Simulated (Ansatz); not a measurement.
# Bi₂Se₃ (R-3m) under several functionals

**What was measured.**

“Structural and magneto-transport studies of iron intercalated Bi2Se3 single crystals”, 2020, arxiv:2002.03609 reports, for a powder of Bi2Se3 at 300 K: lattice constant a 4.1375 ± 0.0006 Å.

From “Crystal Growth and Magneto-transport of Bi2Se3 Single crystals”, 2017, arxiv:1701.06280, for a powder of Bi2Se3 at 300 K: lattice constant c 28.701 ± 0.0007 Å.

Plane-wave DFT in Ansatz with scalar-relativistic PAW potentials. The same structure was relaxed (cell and atoms, symmetry kept) in separate runs at each level. No spin polarisation.

| level | cutoff (eV) | k mesh | V (Å³/atom) | a (Å) | c (Å) | gap (eV) | B0 (GPa) |
| --- | --- | --- | --- | --- | --- | --- | --- |
| PBE+D3(BJ) | 420 | 6×6×6 | 28.168 | 4.143 | 28.426 | 0.16 | – |
| PBEsol | 420 | 12×12×12 | 28.189 | 4.130 | 28.620 | 0.12 | – |
| PBE | 420 | 6×6×6 | 31.687 | 4.187 | 31.302 | 0.69 | 7 |

Task: Where does r2SCAN (500 eV, k mesh 12×12×12) fall?

Result: V (Å³/atom) 30.217, a (Å) 4.164, c (Å) 30.179, gap (eV) 0.82. Its volume is between those of PBEsol and PBE. The usual order of volumes, PBEsol < PBE, holds here (28.189, 31.687 Å³/atom). As a rule PBEsol, built on the gradient expansion of slowly varying densities, lies between LDA and PBE; PBE's stronger gradient term for exchange weakens bonds. Adding D3 to PBE changes the volume by -11.1 %; the term is attractive, so it pulls cells in, most where layers or molecules are weakly bound. r2SCAN lies 4.6 % under PBE in volume. Each gap belongs to its own cell, so it mixes the functional's effect with that of the volume; gaps are the least found on the k mesh or on a band path.

For PBE: A measured lattice constant a of Bi2Se3 is 4.1375 Å (300 K; powder; “Structural and magneto-transport studies of iron intercalated Bi2Se3 single crystals”, 2020, arxiv:2002.03609); the calculated 4.187 Å misses it by +1.2 %. 4 values of this kind are on record (4.1265 to 4.1375 Å); this one was drawn at random among those near their median, those with a stated uncertainty first. A measured lattice constant c of Bi2Se3 is 28.701 Å (300 K; powder; “Crystal Growth and Magneto-transport of Bi2Se3 Single crystals”, 2017, arxiv:1701.06280); the calculated 31.302 Å misses it by +9.1 %. So large a difference can come from the functional (as between layers that it hardly binds), but also from another choice of axes, another phase or a misread value. 3 values of this kind are on record (28.6307 to 28.701 Å); this one was drawn at random among those near their median, those with a stated uncertainty first. A miss of over 4 % is beyond the usual error for strongly bound crystals; weak bonds between layers or molecules, another minimum of the same symmetry, another phase or composition in the sample, or a faulty compiled value are the usual causes, and none was traced here. The calculations are for 0 K without zero-point motion.

Spin-orbit coupling is left out, which matters for the bands of heavy elements.